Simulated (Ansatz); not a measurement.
# HfO2 (Fm-3m) in Ansatz: further runs

The runs below take HfO2 through single point, with HSE06 form with a typed share of exact exchange.

Everything below comes from runs of Ansatz 0.2.0. Logs are shortened: lines on timing, memory, paths and dates and some standing lists are left out, and cuts for length are marked.

## 1. The crystal as given

The structure is cubic, space group Fm-3m (No. 225). The conventional cell has a = 5.115 Å, b = 5.115 Å, c = 5.115 Å, α = 90.00°, β = 90.00°, γ = 90.00°. Around Hf (site symmetry m-3m) lie 8 O at 2.21 Å. Around O (site symmetry -43m) lie 4 Hf at 2.21 Å.

Measurements of this composition are mostly on another form, of space group No. 14.

## 2. Single point, HSE06 form with a typed share of exact exchange

The input, input:

```
crystal:
  lattice:
    - [0.0, 2.5575, 2.5575]
    - [2.5575, 0.0, 2.5575]
    - [2.5575, 2.5575, 0.0]
  atoms:
    - { symbol: Hf, position: [0.0, 0.0, 0.0] }
    - { symbol: O, position: [0.75, 0.75, 0.75] }
    - { symbol: O, position: [0.25, 0.25, 0.25] }
hamiltonian:
  xc: { exchange: pbe, correlation: pbe, exx: { coeff: 0.25, omega: 0.1 } }
  pseudopotentials: { kind: paw }
kpoints:
  mp_grid: { grid: [5, 5, 5] }
scf:
  occupations: { method: fermi_dirac, width: 0.05 }
output:
  forces: true
  stress: true
  eigenvalues: true
```

Potentials or basis: Ansatz PAW.

What it wrote:

```text
Warning: output.stress: scf.convergence.dr2_threshold = 1e-7 eV (the SCF's general default) is looser than the 3e-10 eV advised for a printed stress (1e-10 eV for each atom of the cell: 3). What an SCF threshold leaves in a stress goes as its square root, and in the free energy as the threshold itself, and one threshold admits the most on a small cell: of the crystals measured, under no hybrid functional and no lock of the moments, on runs that ended without the residual-converged pass, on stresses that held no estimate of that error, the worst erred by over 100 MPa in a component at 1e-7 eV an atom and by under 5 at 1e-10. Set scf.convergence.dr2_threshold to 3e-10 eV or tighter. The threshold is an SCF's pass mark: one that does not reach it within its budget of iterations ends unconverged, or closes short of it on a stop that the run arms, and scf.convergence.dr2_threshold's page says what that costs each kind of run
Warning: output.stress: scf.exx.energy_threshold = 1e-6 eV is looser than the 3e-8 eV advised for a stress under a hybrid functional (1e-8 eV for each atom of the cell: 3). Every SCF of the exchange loop can meet its threshold on dr2 while the loop round them stops early: no threshold on dr2 bounds what that leaves in the stress. Set scf.exx.energy_threshold to 3e-8 eV or tighter. The threshold is the loop's pass mark: a loop that does not reach it within its budget of cycles ends unconverged, and scf.exx.energy_threshold's page has the law
exact exchange: scf.exx.singularity resolves to wigner_seitz, which cuts the screened interaction at the faces of the exchange supercell's Wigner-Seitz cell, so that each pair interacts once, at the shortest of its separations (the periodic images that this leaves out come, for a point-like exchange hole, to about 0.025 eV on a filled level). The cut falls within the interaction's reach, and what an exchange supercell this small leaves in the energy, the band gaps and, where it is computed, the pressure is not bounded here. The exchange supercell (the smallest cell that an SCF of this deck is solved on times the 5×5×5 mesh of the exchange sum) has its nearest image at L = 18.08 Å, 1.81 times the interaction's range 1/ω = 10.00 Å. A denser mesh of the exchange sum (kpoints.mp_grid; where a k-mesh is refused, the cell repeated along its short axes), shrinks what is left. The k-mesh (kpoints.mp_grid) can leave an error of its own, as it does under a semilocal functional: two runs of this structure under PBE, one on that k-mesh and one on a denser one or on the cell repeated (per cell), show about how large it is in the energy; in a metal the hybrid's can be larger than they show. Converge the k-mesh under the hybrid itself. See scf.exx.q_mesh
GPUs: using 1 of 1 available (devices: 1).
Engine: ansatz 0.2.0, x86_64-unknown-linux-gnu
Pseudopotentials: kind: paw
Pseudopotential: Hf, paw, valence charge 26, recommended cutoff 420 eV (normal), Hf.paw.azcp
Pseudopotential: O, paw, valence charge 6, recommended cutoff 420 eV (normal), O.paw.azcp
Functional definition: unnamed
  parameter a_1 = 0.25
  parameter omega_1 = 0.1/angstrom
  exchange = pbe_x + (-a_1)*pbe_x_sr(omega_1) + a_1*exact_x_sr(omega_1)
  correlation = pbe_c
device memory: the entry about to start is reckoned to put 0.5 GiB on a device that reports 64.8 GiB free (of which the cap on the GPU budget leaves the run 18.0 GiB)
GPU FFT provider: cuFFT
GPU libraries: cuBLAS 13.8.2, cuFFT 12.4.0, cuSOLVER 12.3.4
Crystal: 3 atoms, lattice volume = 33.456 Å³
Basis set: ecut = 420 eV, 645 PW (Γ), exchange–correlation on 50×50×50 points (8 copies of the dense FFT grid, shifted against one another)
Bands: 23, of which v1, the nominal top of the filled ones, is band 19 counted from 1 (18 counted from 0)
Symmetry: 48 space group operations
Space group: Fm-3m (ITA 225), of the structure as read, at distance tolerance 3.2e-5 Å
k-points: 10 of 125
Non-local potential: Hf, projectors of the file, l = 0: 3, l = 1: 2, l = 2: 2, l = 3: 3
Non-local potential: O, projectors of the file, l = 0: 2, l = 1: 2, l = 2: 1
PAW form: soft (Blöchl's): semilocal exchange-correlation on the pseudo side does not see the compensation charge
PAW frozen core: Hf, regenerated for the run's functional, and the local potential with it (the file was generated under x = pbe(κ = 0.804, μ = 0.2195149727645171), c = pbe(β = 0.06672455060314922))
PAW frozen core: O, regenerated for the run's functional, and the local potential with it (the file was generated under x = pbe(κ = 0.804, μ = 0.2195149727645171), c = pbe(β = 0.06672455060314922))
PAW one-centre angular grid: Hf, 590 points (default); XC on 64 Gauss nodes
PAW one-centre angular grid: O, 110 points (default); XC on 96 Gauss nodes
Initial density: superposition of atomic densities (neutral atoms: chi_scale 0, normalization atom), corrected by the library's trained network
Initial wavefunctions: pseudopotential atomic-orbital guess
GPU buffer pool allocated for 15625 grid points (all kernels)
GPU transforms: local potential and band sums: pruned to the plane-wave sphere, on 25×25×25
Functional: x = pbe(κ = 0.804, μ = 0.2195149727645171), c = pbe(β = 0.06672455060314922), warm-up for x = pbe(κ = 0.804, μ = 0.2195149727645171) + 0.25 (exact − pbe) at short range (hse, ω = 0.1 Å⁻¹), c = pbe(β = 0.06672455060314922)
SCF iter   1: F=—  HF=-16861.409739 eV  |F-HF|=—  |Δ(HF+E_count)|=         —  Δρ=2.07e-3  dr2=7.86e-4  ethr=1.77e-3  ⟨swp⟩=2.0  Hψ=1332  notcnv=0
preconditioner: auto → none  [insulator: Δε(μ)=4.040 eV  Ē_g=18.177 eV  σ=0.050 eV  W_gap=1.00  n_scr=14 (ndim 8)  ℏωp=38.5 eV  f_vac=0.066  D(μ)=0.00/eV (n_scr^D=0)]
SCF iter   2: F=-16861.410347 eV  HF=-16861.410254 eV  |F-HF|=9.22e-5  |Δ(HF+E_count)|=   5.16e-4  Δρ=1.17e-3  dr2=2.36e-4  ethr=2.07e-6  ⟨swp⟩=4.0  Hψ=631  notcnv=0
SCF 1 stopped early in 2 iterations: F = -16861.410347 eV  dr2 = 2.36e-4
[... 29 lines left out ...]
Frozen-core exchange: fock
SCF iter   1: F=—  HF=-16861.645050 eV  |F-HF|=—  |Δ(HF+E_count)|=         —  Δρ=1.19e-4  dr2=1.61e-6  ethr=1.50e-5  ⟨swp⟩=2.0  Hψ=460  notcnv=0
preconditioner: auto → none  [insulator: Δε(μ)=6.053 eV  Ē_g=21.818 eV  σ=0.050 eV  W_gap=1.00  n_scr=14 (ndim 8)  ℏωp=38.5 eV  f_vac=0.072  D(μ)=0.00/eV (n_scr^D=0)]
SCF iter   2: F=—  HF=-16861.645055 eV  |F-HF|=—  |Δ(HF+E_count)|=   5.11e-6  Δρ=4.76e-5  dr2=3.25e-7  ethr=3.54e-9  ⟨swp⟩=5.1  Hψ=769  notcnv=0
SCF iter   3: F=—  HF=-16861.645055 eV  |F-HF|=—  |Δ(HF+E_count)|=   7.96e-9  Δρ=2.14e-5  dr2=6.16e-8  ethr=7.18e-10  ⟨swp⟩=3.1  Hψ=491  notcnv=0
SCF iter   4: F=—  HF=-16861.645055 eV  |F-HF|=—  |Δ(HF+E_count)|=   3.23e-7  Δρ=7.40e-6  dr2=1.28e-8  ethr=6.07e-11  ⟨swp⟩=4.9  Hψ=721  notcnv=0
SCF iter   5: F=-16861.645055 eV  HF=-16861.645055 eV  |F-HF|=3.64e-12  |Δ(HF+E_count)|=   3.58e-9  Δρ=5.27e-7  dr2=8.78e-10  ethr=3.05e-11  ⟨swp⟩=4.0  Hψ=515  notcnv=0
SCF 3 converged in 5 iterations: F = -16861.645055 eV  dr2 = 8.78e-10
  Residual-converged pass: ⟨swp⟩=2.7  Hψ=548  notcnv=0  max |occ|·‖R‖ = 2.4e-6 eV (tolerance 2.4e-6 eV)  dr2=8.76e-10  dr2_onsite=2.02e-11  max |Δocc| = 0.0e0
hybrid outer 2: dexx = +2.276e-6 eV, tail = 1.83e-7 eV, Δε = 9.24e-3 eV (about 4.04e-4 eV left of the loop's levels)
GPU FFT provider: cuFFT
GPU libraries: cuBLAS 13.8.2, cuFFT 12.4.0, cuSOLVER 12.3.4
GPU buffer pool allocated for 15625 grid points (all kernels)
GPU transforms: local potential and band sums: pruned to the plane-wave sphere, on 25×25×25
Exchange kernel: α = 0.2500, screened, ω = 0.1000 Å⁻¹, Wigner–Seitz truncation, v(0) = 3334.0325 eV·Å³, q-mesh 5×5×5, nearest image of the exchange supercell L = 18.08 Å, pair-density grid 15×15×15, without the augmentation charges, whose exchange is taken in its separable form by FFT convolution over the k-point mesh (sized by the pseudopotential files, 20×20×20 at the most), smooth part of the exact exchange by density-matrix convolution in up to 1.38 GiB of GPU memory as planned if the GPU has room (build and FFT work areas not counted)
Frozen-core exchange: fock
SCF iter   1: F=—  HF=-16861.645055 eV  |F-HF|=—  |Δ(HF+E_count)|=         —  Δρ=5.87e-6  dr2=7.34e-9  ethr=2.41e-9  ⟨swp⟩=4.0  Hψ=503  notcnv=0
preconditioner: auto → none  [insulator: Δε(μ)=6.054 eV  Ē_g=21.819 eV  σ=0.050 eV  W_gap=1.00  n_scr=14 (ndim 8)  ℏωp=38.5 eV  f_vac=0.072  D(μ)=0.00/eV (n_scr^D=0)]
SCF iter   2: F=-16861.645055 eV  HF=-16861.645055 eV  |F-HF|=1.20e-10  |Δ(HF+E_count)|=   1.63e-9  Δρ=1.51e-6  dr2=6.08e-10  ethr=1.79e-11  ⟨swp⟩=3.8  Hψ=570  notcnv=0
SCF 4 converged in 2 iterations: F = -16861.645055 eV  dr2 = 6.08e-10
  Residual-converged pass: ⟨swp⟩=2.6  Hψ=430  notcnv=0  max |occ|·‖R‖ = 2.2e-6 eV (tolerance 2.4e-6 eV)  dr2=6.09e-10  dr2_onsite=1.11e-10  max |Δocc| = 0.0e0
hybrid outer 3: dexx = +2.963e-9 eV, tail = 1.76e-9 eV, Δε = 1.26e-4 eV (about 2.28e-5 eV left of the loop's levels), ΔF = 1.16e-18 eV/Å (tail 1.22e-18)
hybrid SCF converged: 3 outer / 15 inner (+2 warm-up), last move |dexx| = 2.96e-9 eV, tail = 1.76e-9 eV
Stability not checked: this state was not tested for a lower state beside it, because the functional holds exact exchange (a hybrid, or Hartree-Fock), whose exchange loop this test does not read (fock_operator; see scf.lower_state_search)
Free energy (F): -16861.645055 eV
Frozen-core exchange: fock
Harris-Foulkes:  -16861.645055 eV  (|F-HF|=1.16e-10)
Internal energy: -16861.645055 eV  (E = F + TS)
E sigma→0 (E₀):  -16861.645055 eV
Fermi energy:    17.143496 eV
--- Per-component energies (eV) ---
  E_band       = -76.087796
  E_kinetic    = 767.366123
  E_local      = -5799.973212  (includes V_loc(G=0)·N_el)
  E_nonlocal   = -1165.065206
  E_hartree    = 2652.380520
  E_xc         = -348.542715
  E_vxc        = -353.851686  (∫ρ·V_xc dr)
  E_exx        = -162.599558  (= α·E_x^exact, valence–valence)
  E_paw        = -7164.212634  (= ΣΔE_a)
  E_vpaw       = 1495.869346  (= ΣTr[D̂ρ^β])
  E_aug_tail   = 0.004916  (compensation charges beyond the density's cutoff)
  E_ewald      = -5642.107159
  E_core_change = 1.103870  (= ΣΔE_core)
  E_smearing   = -0.000000  (= −TS)
  E_closure    = 0.000001  (closes the sum)
  Σ components = -16861.645055   (vs F -16861.645055, Δ=7.28e-12)
--- Forces (eV/Å), atoms counted from 1 ---
  atom   1  Hf     0.00000000     0.00000000     0.00000000
  atom   2  O      0.00000000     0.00000000     0.00000000
  atom   3  O     -0.00000000     0.00000000     0.00000000
  max |Σ_I F_I| component: 4.34e-19 eV/Å
--- Stress (GPa, compression-positive) ---
       -8.937690       0.000000       0.000000
        0.000000      -8.937690      -0.000000
       -0.000000       0.000000      -8.937690
  P = ⅓ Tr σ = -8.9377 GPa (-89.377 kbar)
--- Band table (eV; the first three rows and the last of 10) ---
  k-point 0: bands = ["-49.6029", "-16.7001", "-16.7001", "-16.7001", "-6.0332", "-3.2015", "0.4890", "0.4890", "0.4890", "0.5431", "0.5431", "0.5431", "0.7797", "8.6459", "8.6459", "8.6459", "13.6418", "13.6418", "13.6418", "20.1523", "20.1523", "21.8059", "26.8305"]
  k-point 1: bands = ["-49.5979", "-16.8775", "-16.7202", "-16.7202", "-5.5336", "-3.4942", "0.4946", "0.4946", "0.4994", "0.5341", "0.5341", "0.5432", "0.6748", "9.0301", "9.0301", "9.6643", "12.5917", "13.0452", "13.0452", "20.7157", "20.7157", "23.0038", "25.4850"]
  k-point 2: bands = ["-49.5898", "-17.1437", "-16.7525", "-16.7525", "-4.8526", "-3.7491", "0.4988", "0.4988", "0.5119", "0.5259", "0.5259", "0.5436", "0.5833", "9.6677", "9.6677", "11.1486", "11.2398", "12.3862", "12.3862", "20.9540", "20.9540", "23.0090", "25.6562"]
  k-point 9: bands = ["-49.5848", "-17.0857", "-16.9532", "-16.8192", "-4.1445", "-4.0799", "0.5030", "0.5079", "0.5152", "0.5204", "0.5254", "0.5339", "0.5440", "8.7279", "9.3024", "10.9294", "11.8702", "13.0051", "13.5894", "20.8599", "21.4656", "23.4474", "23.6281"]
```

Run time: 21 s. Hardware: 1 × NVIDIA H100 80GB HBM3 with 2 threads of AMD EPYC 7R13 (Zen 3), shared host; peak memory 1.8 GiB.

What came out:

```
Free energy            : -16861.6451 eV
Pressure               : -8.9 GPa
Band gap on the k mesh : 6.05 eV, indirect (least direct gap 6.33 eV)
```

Levels at points of the mesh, in eV from the valence-band top:
```csv
k point,band 15,band 16,band 17,band 18,band 19,band 20,band 21,band 22,band 23
"(0.00, 0.00, 0.00)",-5.45,-5.45,-0.46,-0.46,-0.46,6.05,6.05,7.71,12.73
```

Caveat: the k mesh is coarse (spacing up to 0.43 Å⁻¹), so the values aren't converged, least of all with exact exchange; odd divisions of the mesh miss points on the zone boundary, where band edges often lie, so the gap on the mesh can be too wide; the pressure holds a Pulay correction of +0.7 GPa for the finite cutoff; spin-orbit coupling is left out, which moves the levels of the heavy elements; the PAW data sets come from PBE, with cores solved anew for the run's functional, which leaves a small shift of forces and pressure; the thresholds are loose for stress.

[end of part 1 of 2]
